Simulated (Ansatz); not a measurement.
# Ge (Fd-3m) in Ansatz: reference runs

Aim: a first look at Ge with PBEsol, on the cell as given and on a disturbed one.

All numbers are computed with Ansatz 0.2.0; they aren't measurements. Logs are shortened: lines on timing, memory, paths and dates and some standing lists are left out, and cuts for length are marked.

**Measured values to compare with.**

From “Electronic and optical properties of SixGe1-x-ySny alloys lattice-matched to Ge”, 2021, arxiv:2109.02782, for a bulk crystal of Ge at 300 K: band gap 0.807 eV (direct).

The results are compared with them further down.

## 1. The structure

The structure is cubic, space group Fd-3m (No. 227). The conventional cell has a = 5.658 Å, b = 5.658 Å, c = 5.658 Å, α = 90.00°, β = 90.00°, γ = 90.00°. Ge (site symmetry -43m) is surrounded by 4 Ge at 2.45 Å.

## 2. Single point, PBEsol

Input file input.yaml:

```yaml
crystal:
  lattice:
    - [0.0, 2.82891, 2.82891]
    - [2.82891, 0.0, 2.82891]
    - [2.82891, 2.82891, 0.0]
  atoms:
    - { symbol: Ge, position: [0.75, 0.75, 0.75] }
    - { symbol: Ge, position: [0.5, 0.5, 0.5] }
hamiltonian:
  xc: pbesol
  pseudopotentials: { kind: paw }
kpoints:
  mp_grid: { grid: [8, 8, 8] }
scf:
  occupations: { method: fermi_dirac, width: 0.05 }
output:
  forces: true
  stress: true
  eigenvalues: true
```

Potentials or basis: Ansatz PAW.

Launch:

```sh
ansatz run input.yaml --threads 2 --pin off --max-ram 5632MiB --backend cpu --events-out ev --progress --plain --runs-dir out
```

The program printed:

```text
Warning: RAYON_NUM_THREADS=2 ignored (pool sized by the plan → 2); use --threads N
Engine: ansatz 0.2.0, x86_64-unknown-linux-gnu
Pseudopotentials: kind: paw
Pseudopotential: Ge, paw, valence charge 14, recommended cutoff 420 eV (normal), Ge.paw.azcp
Functional definition: PBEsol
  exchange = pbesol_x
  correlation = pbesol_c
Crystal: 2 atoms, lattice volume = 45.278 Å³
Basis set: ecut = 420 eV, 893 PW (Γ), exchange–correlation on 54×54×54 points (8 copies of the dense FFT grid, shifted against one another)
Bands: 18, of which v1, the nominal top of the filled ones, is band 14 counted from 1 (13 counted from 0)
Symmetry: 48 space group operations
Space group: Fd-3m (ITA 227), of the structure as read, at distance tolerance 3.6e-5 Å
k-points: 29 of 512
Non-local potential: Ge, projectors of the file, l = 0: 2, l = 1: 2, l = 2: 3, l = 3: 1
PAW form: soft (Blöchl's): semilocal exchange-correlation on the pseudo side does not see the compensation charge
PAW frozen core: Ge, regenerated for the run's functional, and the local potential with it (the file was generated under x = pbe(κ = 0.804, μ = 0.2195149727645171), c = pbe(β = 0.06672455060314922))
PAW one-centre angular grid: Ge, 590 points (default); XC on 64 Gauss nodes
Initial density: superposition of atomic densities (neutral atoms: chi_scale 0, normalization atom), corrected by the library's trained network
Initial wavefunctions: pseudopotential atomic-orbital guess
Functional: x = pbesol(κ = 0.804, μ = 0.12345679012345678), c = pbesol(β = 0.046)
SCF iter   1: F=—  HF=-8506.983340 eV  |F-HF|=—  |Δ(HF+E_count)|=         —  Δρ=2.37e-3  dr2=3.06e-3  ethr=1.77e-3  ⟨swp⟩=5.9  Hψ=2481  notcnv=0
preconditioner: auto → Kerker (q_TF=auto, 2.518 Å⁻¹)  [metal: Δε(μ)=0.113 eV  Ē_g=23.358 eV  σ=0.050 eV  W_gap=0.46  n_scr=14 (ndim 8)  ℏωp=29.2 eV  f_vac=0.074  D(μ)=0.12/eV (n_scr^D=0)]
SCF iter   2: F=—  HF=-8506.982041 eV  |F-HF|=—  |Δ(HF+E_count)|=   1.30e-3  Δρ=1.68e-3  dr2=1.67e-3  ethr=1.09e-5  ⟨swp⟩=1.4  Hψ=770  notcnv=0
SCF iter   3: F=—  HF=-8506.982152 eV  |F-HF|=—  |Δ(HF+E_count)|=   1.11e-4  Δρ=8.89e-4  dr2=1.86e-4  ethr=5.96e-6  ⟨swp⟩=2.0  Hψ=929  notcnv=0
SCF iter   4: F=—  HF=-8506.982122 eV  |F-HF|=—  |Δ(HF+E_count)|=   3.03e-5  Δρ=4.56e-4  dr2=1.26e-4  ethr=6.65e-7  ⟨swp⟩=2.0  Hψ=930  notcnv=0
SCF iter   5: F=—  HF=-8506.982045 eV  |F-HF|=—  |Δ(HF+E_count)|=   7.66e-5  Δρ=2.23e-4  dr2=1.32e-5  ethr=4.52e-7  ⟨swp⟩=2.0  Hψ=929  notcnv=0
SCF iter   6: F=—  HF=-8506.982058 eV  |F-HF|=—  |Δ(HF+E_count)|=   1.36e-5  Δρ=3.51e-5  dr2=2.99e-7  ethr=4.70e-8  ⟨swp⟩=2.0  Hψ=928  notcnv=0
SCF iter   7: F=—  HF=-8506.982059 eV  |F-HF|=—  |Δ(HF+E_count)|=   3.17e-7  Δρ=1.96e-5  dr2=6.82e-8  ethr=3.57e-10  ⟨swp⟩=5.0  Hψ=2059  notcnv=0
SCF iter   8: F=-8506.982059 eV  HF=-8506.982059 eV  |F-HF|=1.44e-8  |Δ(HF+E_count)|=   5.39e-8  Δρ=5.64e-6  dr2=5.85e-9  ethr=2.43e-10  ⟨swp⟩=3.9  Hψ=1501  notcnv=0
SCF 1 converged in 8 iterations: F = -8506.982059 eV  dr2 = 5.85e-9
SCF converged after 8 iterations
Free energy (F): -8506.982059 eV
Harris-Foulkes:  -8506.982059 eV  (|F-HF|=1.44e-8)
Internal energy: -8506.981127 eV  (E = F + TS)
E sigma→0 (E₀):  -8506.981593 eV
Entropy (-TS):   -0.000932 eV (-0.466 meV/atom)
Fermi energy:    8.461329 eV
--- Per-component energies (eV) ---
  E_band       = -302.379487
  E_kinetic    = 223.285613
  E_local      = -4944.362830  (includes V_loc(G=0)·N_el)
  E_nonlocal   = 840.449468
  E_hartree    = 2167.329328
  E_xc         = -150.021388
  E_vxc        = -129.578621  (∫ρ·V_xc dr)
  E_paw        = -3958.363185  (= ΣΔE_a)
  E_vpaw       = -626.838760  (= ΣTr[D̂ρ^β])
  E_aug_tail   = 0.000703  (compensation charges beyond the density's cutoff)
  E_ewald      = -2687.134708
  E_core_change = 1.835872  (= ΣΔE_core)
  E_smearing   = -0.000932  (= −TS)
  E_closure    = 0.000000  (closes the sum)
  Σ components = -8506.982059   (vs F -8506.982059, Δ=0.00e0)
--- Forces (eV/Å), atoms counted from 1 ---
  atom   1  Ge     0.00000000    -0.00000000    -0.00000000
  atom   2  Ge     0.00000000     0.00000000    -0.00000000
  max |Σ_I F_I| component: 7.40e-17 eV/Å
--- Stress (GPa, compression-positive) ---
        0.648458      -0.000000       0.000000
       -0.000000       0.648458       0.000000
        0.000000       0.000000       0.648458
  P = ⅓ Tr σ = 0.6485 GPa (6.485 kbar)
--- Band table (eV; the first three rows and the last of 29) ---
  k-point 0: bands = ["-16.3672", "-16.3672", "-16.3672", "-16.3310", "-16.3310", "-16.1193", "-16.1193", "-16.1193", "-16.1062", "-16.1062", "-4.3521", "8.4258", "8.4433", "8.4433", "8.4433", "10.9686", "10.9686", "10.9686"]
  k-point 1: bands = ["-16.3753", "-16.3753", "-16.3646", "-16.3196", "-16.3196", "-16.1314", "-16.1314", "-16.1223", "-16.0959", "-16.0959", "-4.1614", "6.0692", "8.1061", "8.1061", "9.4387", "11.4185", "11.4185", "11.8876"]
  k-point 2: bands = ["-16.3854", "-16.3854", "-16.3584", "-16.3023", "-16.3023", "-16.1453", "-16.1453", "-16.1295", "-16.0855", "-16.0855", "-3.6079", "3.7053", "7.5574", "7.5574", "9.0556", "12.0460", "12.0460", "14.0103"]
  k-point 28: bands = ["-16.4149", "-16.4149", "-16.2727", "-16.2727", "-16.2237", "-16.2237", "-16.1914", "-16.1914", "-16.0525", "-16.0525", "-0.3579", "-0.3579", "4.5058", "4.5058", "12.7236", "12.7236", "13.0753", "13.0753"]
```

Run time: 0.9 s. Hardware: 2 threads of AMD EPYC 7R13 (Zen 3), shared host; peak memory 0.36 GiB.

What came out:

* Free energy: -8506.9821 eV
* Pressure: 0.6 GPa
* Band gap on the k mesh: none (metal or under the smearing width)

Caveat: the PAW data sets come from PBE, with cores solved anew for the run's functional, which leaves a small shift of forces and pressure; this crystal is a semiconductor, whose small gap the functional closes, so the metal is an error of the method.

## 3. Single point, PBEsol (atoms moved at random, drawn with an rms of 0.05 Å)

input.yaml, as its differences from that of step 2:

```diff
@@ -6,4 +6,4 @@
   atoms:
-    - { symbol: Ge, position: [0.75, 0.75, 0.75] }
-    - { symbol: Ge, position: [0.5, 0.5, 0.5] }
+    - { symbol: Ge, position: [0.760966, 0.733256, 0.753339] }
+    - { symbol: Ge, position: [0.493445, 0.489395, 0.51015] }
 hamiltonian:
```

Potentials or basis: Ansatz PAW.

Launch:

```sh
ansatz run input.yaml --threads 2 --pin off --max-ram 5632MiB --backend cpu --events-out ev --progress --plain --runs-dir out
```

The program printed:

```text
Warning: RAYON_NUM_THREADS=2 ignored (pool sized by the plan → 2); use --threads N
Engine: ansatz 0.2.0, x86_64-unknown-linux-gnu
Pseudopotentials: kind: paw
Pseudopotential: Ge, paw, valence charge 14, recommended cutoff 420 eV (normal), Ge.paw.azcp
Functional definition: PBEsol
  exchange = pbesol_x
  correlation = pbesol_c
Crystal: 2 atoms, lattice volume = 45.278 Å³
Basis set: ecut = 420 eV, 893 PW (Γ), exchange–correlation on 54×54×54 points (8 copies of the dense FFT grid, shifted against one another)
Bands: 18, of which v1, the nominal top of the filled ones, is band 14 counted from 1 (13 counted from 0)
Symmetry: 2 space group operations
Space group: P-1 (ITA 2), of the structure as read, at distance tolerance 3.6e-5 Å
k-points: 260 of 512
[... 32 lines left out ...]
  E_paw        = -3958.318742  (= ΣΔE_a)
  E_vpaw       = -626.758689  (= ΣTr[D̂ρ^β])
  E_aug_tail   = 0.000671  (compensation charges beyond the density's cutoff)
  E_ewald      = -2686.673728
  E_core_change = 1.835872  (= ΣΔE_core)
  E_smearing   = -0.000927  (= −TS)
  E_closure    = -0.000000  (closes the sum)
  Σ components = -8506.963055   (vs F -8506.963055, Δ=0.00e0)
--- Forces (eV/Å), atoms counted from 1 ---
  atom   1  Ge     0.43152286    -0.36800565    -0.38683629
  atom   2  Ge    -0.43152286     0.36800565     0.38683629
  max |Σ_I F_I| component: 0.00e0 eV/Å
--- Stress (GPa, compression-positive) ---
        0.773810      -1.081603      -1.025212
       -1.081603       0.793886       1.214491
       -1.025212       1.214491       0.788230
  P = ⅓ Tr σ = 0.7853 GPa (7.853 kbar)
--- Band table (eV; the first three rows and the last of 260) ---
  k-point 0: bands = ["-16.3903", "-16.3639", "-16.3623", "-16.3358", "-16.3357", "-16.1285", "-16.1277", "-16.1140", "-16.1102", "-16.1101", "-4.3565", "8.1383", "8.4247", "8.5826", "8.6167", "10.8323", "10.8572", "11.2067"]
  k-point 1: bands = ["-16.3962", "-16.3711", "-16.3598", "-16.3265", "-16.3247", "-16.1369", "-16.1316", "-16.1299", "-16.1033", "-16.0960", "-4.1676", "6.1317", "7.8910", "8.2434", "9.3997", "11.2830", "11.5678", "11.9190"]
  k-point 2: bands = ["-16.4049", "-16.3794", "-16.3528", "-16.3103", "-16.3085", "-16.1490", "-16.1454", "-16.1393", "-16.0957", "-16.0847", "-3.6209", "3.7753", "7.3734", "7.6978", "8.9940", "11.8396", "12.2263", "14.0322"]
  k-point 259: bands = ["-16.4121", "-16.3829", "-16.3469", "-16.2950", "-16.2948", "-16.1588", "-16.1581", "-16.1462", "-16.0911", "-16.0756", "-2.2938", "0.8907", "6.8621", "7.1980", "8.5177", "11.8866", "12.3599", "15.3792"]
```

Run time: 4.2 s. Hardware: 2 threads of AMD EPYC 7R13 (Zen 3), shared host; peak memory 0.48 GiB.

What came out:

| Item | Value |
| --- | --- |
| Free energy | -8506.9631 eV |
| Pressure | 0.8 GPa |
| Largest force | 0.687 eV/Å |
| Band gap on the k mesh | none (metal or under the smearing width) |

Forces on the atoms (eV/Å):
```
Ge   0.432 -0.368 -0.387
Ge  -0.432  0.368  0.387
```

Levels at points of the mesh, in eV from the Fermi level:
```tsv
k point	band 11	band 12	band 13	band 14	band 15	band 16	band 17	band 18
(0.00, 0.00, 0.00)	-12.83	-0.33	-0.05	0.11	0.14	2.36	2.38	2.73
(0.00, 0.00, -0.50)	-10.78	-7.55	-1.61	-1.29	0.03	3.41	3.87	6.90
(0.00, -0.50, 0.00)	-10.78	-7.56	-1.61	-1.28	0.03	3.41	3.87	6.90
(0.00, -0.50, -0.50)	-9.07	-8.80	-3.16	-3.07	0.52	0.73	9.37	9.54
(-0.50, 0.00, 0.00)	-10.60	-7.95	-1.42	-1.40	0.23	3.73	3.77	7.01
(-0.50, 0.00, -0.50)	-9.05	-8.82	-3.15	-3.08	0.54	0.71	9.38	9.52
(-0.50, -0.50, 0.00)	-9.06	-8.82	-3.16	-3.07	0.53	0.72	9.38	9.53
(-0.50, -0.50, -0.50)	-10.77	-7.58	-1.61	-1.28	0.04	3.41	3.89	6.91
```

Caveat: the PAW data sets come from PBE, with cores solved anew for the run's functional, which leaves a small shift of forces and pressure.

## 4. Comparison with measurements

Step 2. Measured gap of Ge: 0.807 eV (direct; 300 K; “Electronic and optical properties of SixGe1-x-ySny alloys lattice-matched to Ge”, 2021, arxiv:2109.02782). This calculation gives 0.00 eV (-0.81 eV). 3 values of this kind are on record (0.666 to 0.807 eV); this one was drawn at random among those near their median. Spin-orbit coupling on Ge is left out. The value is that of PBEsol on a finite k mesh, which can miss the band edges, without temperature or zero-point motion. Semilocal functionals fall short of measured gaps as a rule.
